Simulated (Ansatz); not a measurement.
GaAs:

```
As Ga
1.0
     0.00000    2.82685    2.82685
     2.82685    0.00000    2.82685
     2.82685    2.82685    0.00000
As Ga
1 1
Direct
  0.75000 0.75000 0.75000
  0.00000 0.00000 0.00000
```

* Program: Ansatz 0.2.0
* Task: relaxation of cell and atoms
* Functional: RPBE
* Dispersion: D3(BJ)
* Potentials or basis: Ansatz PAW
* Cutoff: 420 eV (not typed: the program's choice for these potentials)
* k mesh: 8 × 8 × 8
* Occupations: fermi-dirac, width 0.05 eV
* Spin: no spin polarisation

At the start: volume 22.59 Å³/atom.

Task: How do energy, volume and symmetry change on relaxing?

Result: It ends after 5 steps and the volume is 20.75 Å³/atom (-8.1 %); space group F-43m (No. 216, to 0.05 Å).

Step by step:
| step | energy change (eV) | largest force (eV/Å) | volume (Å³) |
| --- | --- | --- | --- |
| 1 | 0.0000 | 0.0000 | 45.18 |
| 2 | -0.0689 | 0.0000 | 42.20 |
| 3 | -0.0720 | 0.0000 | 41.39 |
| 4 | -0.0721 | 0.0000 | 41.50 |
| 5 | -0.0712 | 0.0000 | 41.50 |

Final structure:
```
As Ga
1.0
     0.00000    2.74801    2.74801
     2.74801    0.00000    2.74801
     2.74801    2.74801    0.00000
As Ga
1 1
Direct
  0.75000 0.75000 0.75000
  0.00000 0.00000 0.00000
```

Caveat: the plane-wave basis is chosen anew once the cell has moved, so the energies of steps on either side of that aren't comparable; the PAW data sets come from PBE, with cores solved anew for the run's functional, which leaves a small shift of forces and pressure.
